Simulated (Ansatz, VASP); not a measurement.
## ZrC: VASP beside Ansatz

INCAR

```
PREC = Accurate
ENCUT = 520
EDIFF = 1E-7
ISMEAR = 0
SIGMA = 0.15
LREAL = F
LASPH = T
NELM = 60
ALGO = Normal
ISIF = 2
LWAVE = F
LCHARG = F
NBANDS = 15
```

KPOINTS

```
regular mesh
0
Gamma
  16 16 16
```

File POSCAR:

```
ZrC
1.0
    0.0000000000      2.3477650992      2.2666556343
    2.3477650992      0.0000000000      2.2666556343
    2.3477650992      2.3477650992      0.0000000000
Zr C
1 1
Direct
    0.4983745445      0.5016254555      0.5016254555
    0.0123452608     -0.0123452608     -0.0123452608
```

Input for Ansatz:

```yaml
crystal:
  lattice:
    - [0.0, 2.3477650992, 2.2666556343]
    - [2.3477650992, 0.0, 2.2666556343]
    - [2.3477650992, 2.3477650992, 0.0]
  atoms:
    - { symbol: Zr, position: [0.4983745445, 0.5016254555, 0.5016254555] }
    - { symbol: C, position: [0.0123452608, -0.0123452608, -0.0123452608] }
basis:
  ecutwfc: 520.0
kpoints:
  mp_grid: { grid: [16, 16, 16] }
hamiltonian:
  xc: lda
scf:
  occupations: { method: gaussian, width: 0.15 }
output:
  forces: true
  stress: true
  eigenvalues: true
```

Change from the starting cell: mode 4 frozen in at -0.057 Å, strain +e along z and -e/2 along x and y -0.0233.

Alike in both runs: task single point; functional LDA; k mesh 16 × 16 × 16; occupations gaussian, width 0.15 eV; no spin polarisation.

|  | VASP | Ansatz |
| --- | --- | --- |
| version | VASP 6.6.1 | Ansatz 0.2.0 |
| potentials or method | VASP PAW LDA potentials, release 64 (Zr_sv, C) | scalar-relativistic, plane waves, PAW |
| plane-wave cutoff (eV) | 520 | 520 |
| valence electrons in the cell | 16 | 16 |

```csv
,VASP,Ansatz,Ansatz less VASP
gap on the k mesh at the Fermi level (eV),none,none,-
pressure (GPa),1.6,1.0,-0.64
largest component of the traceless stress (GPa),9.67,9.59,-0.081
rms of the force components (eV/Å),0.244,0.242,-0.0028
```

Atom by atom the forces differ by 0.003 eV/Å (rms over components). A gap of «none» marks a metal or a gap that the smearing closes.
